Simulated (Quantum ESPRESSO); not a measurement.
**AlN: band structure with PBE**

**Experimental background.**

“Structural and optical properties of self-assembled AlN nanowires grown on SiO2/Si substrates by molecular beam epitaxy”, 2024, arxiv:2402.00216 quotes, for a bulk crystal of AlN at 0 K: band gap 6.0343 eV (an exciton energy, a little under the gap).

The system is AlN.

```
Al N
1.0
     3.11300    0.00000    0.00000
    -1.55650    2.69594    0.00000
     0.00000    0.00000    4.98100
Al N
2 2
Direct
  0.66667 0.33333 0.50000
  0.33333 0.66667 0.00000
  0.66667 0.33333 0.88000
  0.33333 0.66667 0.38000
```

| Quantity | Value |
| --- | --- |
| Program | Quantum ESPRESSO 7.5 |
| Task | band structure |
| Functional | PBE |
| Potentials or basis | SSSP 1.3 efficiency PBE |
| Cutoff | 816 eV |
| Density cutoff | 6531 eV |
| k mesh | 10 × 10 × 6 |
| Occupations | fermi-dirac, width 0.05 eV |
| Spin | no spin polarisation |
| Mixing beta | 0.5 |
| Most SCF iterations | 120 |
| SCF threshold | 8e-10 Ry |

```json
{"Pressure": "3.8 GPa", "Largest force": "0.131 eV/Å", "Band gap on the k mesh": "4.23 eV, direct", "Band gap along the path": "4.23 eV, direct"}
```

Forces on the atoms (eV/Å):
```
Al   0.000  0.000 -0.131
Al   0.000  0.000 -0.131
N    0.000  0.000  0.131
N    0.000  0.000  0.131
```

Stress tensor (GPa, compression positive):
```
3.30 0.00 0.00
0.00 3.30 0.00
0.00 0.00 4.91
```

Levels at the corners of the path, in eV from the valence-band top:
| point | band 5 | band 6 | band 7 | band 8 | band 9 | band 10 | band 11 | band 12 |
| --- | --- | --- | --- | --- | --- | --- | --- | --- |
| Γ | -0.83 | -0.18 | -0.18 | 0.00 | 4.23 | 6.67 | 10.62 | 11.17 |
| M | -3.33 | -2.06 | -1.77 | -0.66 | 5.82 | 5.83 | 8.21 | 10.30 |
| K | -3.75 | -2.42 | -2.37 | -2.37 | 5.06 | 8.37 | 9.70 | 9.70 |
| Γ | -0.83 | -0.18 | -0.18 | 0.00 | 4.23 | 6.67 | 10.62 | 11.17 |
| A | -0.52 | -0.52 | -0.52 | -0.52 | 6.48 | 6.48 | 10.35 | 10.35 |
| L | -1.44 | -1.44 | -1.35 | -1.35 | 5.33 | 5.33 | 9.30 | 9.30 |
| H | -3.83 | -3.83 | -0.78 | -0.78 | 7.44 | 7.44 | 7.87 | 7.87 |
| A | -0.52 | -0.52 | -0.52 | -0.52 | 6.48 | 6.48 | 10.35 | 10.35 |
| L | -1.44 | -1.44 | -1.35 | -1.35 | 5.33 | 5.33 | 9.30 | 9.30 |
| M | -3.33 | -2.06 | -1.77 | -0.66 | 5.82 | 5.83 | 8.21 | 10.30 |
| K | -3.75 | -2.42 | -2.37 | -2.37 | 5.06 | 8.37 | 9.70 | 9.70 |
| H | -3.83 | -3.83 | -0.78 | -0.78 | 7.44 | 7.44 | 7.87 | 7.87 |

Wall time 90 s on 1 thread of Arm Neoverse V1 (shared host), peak memory 0.25 GiB.

Measured gap of AlN: 6.0343 eV (an exciton energy, a little under the gap; 0 K; quoted in “Structural and optical properties of self-assembled AlN nanowires grown on SiO2/Si substrates by molecular beam epitaxy”, 2024, arxiv:2402.00216). This calculation gives 4.23 eV (-1.80 eV). 2 values of this kind are on record (6.034 to 6.0343 eV); this one was drawn at random. The value is that of PBE, without temperature or zero-point motion. Semilocal functionals fall short of measured gaps as a rule.

Caveat: some levels on the path didn't converge.
